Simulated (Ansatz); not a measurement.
**P: energy along a strain**

P, P4/mmm, a = 2.459 Å, c = 2.422 Å. This isn't the element's structure at ambient conditions. Ansatz: PBE, PAW, 420 eV, Γ-centred 24×24×12 mesh on 2 atoms, Gaussian smearing 0.15 eV; no spin polarisation. Cell vectors (Å): 2.459 0.000 0.005; 0.000 2.459 0.000; -0.010 0.000 4.845. The cell is strained by x per cent times the pattern (1 0 0 0 0 0) in the order xx yy zz yz xz xy (engineering shears), with fractional coordinates held. y is the free energy over the start, V0 = 14.643 Å³/atom.

| x (%) | y (meV/atom) |
| --- | --- |
| -6.00 | 40.32 |
| -4.50 | 19.03 |
| -3.00 | 6.91 |
| -1.50 | 1.29 |
| 0.00 | 0.00 |
| 1.50 | 2.91 |
| 3.00 | 10.17 |
| 4.50 | ? |
| 5.25 | 28.73 |
| 6.00 | 36.74 |

Problem. Fit y = c1 x + c2 x² + c3 x³ to the other rows, get the stiffness along the pattern, and predict the missing energy.

Solution. Least squares on the rows shown. y = 0.89852 x + 1.0515 x² − 0.032609 x³. The clamped-ion stiffness p·C·p = 2 × 10.52 eV × 160.2 / 14.643 Å³ = 230 GPa, which is C11 in these axes; c1 is there for the stress left in the start, which by itself gives a slope of 0.50 meV/atom per %. With a term in x⁴ added, the coefficient of x² becomes 0.9064, 14 % less, which shows how far this figure hangs on the form. At x = 4.50 the fit asked for gives 22.36 meV/atom. The run gave 21.58 meV/atom, so the fit is 0.78 meV/atom too high, within twice the rms miss on the fitted rows (0.77 meV/atom).

Cost: 10 runs of about 2.8 core-minutes in all, on Intel Xeon 6975P-C (Granite Rapids) (shared hosts).

The energy rises steeply both ways, as expected when the strain acts directly on the p-sigma bonds along x. Up to 4.50 % stretching costs more than equal compression, because the residual stress favours a slightly shorter axis; by 6.00 % the order has reversed, as short-range repulsion overtakes that linear term and the stretched bonds soften.

The cubic form doesn't separate these effects cleanly. Its linear coefficient, 0.89852, is well above the 0.50 meV/atom per % given by the stress, and the rows nearest the start point to a smaller curvature than the fitted one. The 230 GPa is therefore probably too high as a small-strain C11, even though the missing energy is predicted tolerably well.

Holding the fractional coordinates should matter little for the linear response, since the volume implies one atom per primitive cell, each on an inversion centre, and a uniform strain exerts no force there. A Peierls-like pairing of the half-filled p bands, which underlies the layered forms of phosphorus, would break that symmetry and isn't tested by this path.
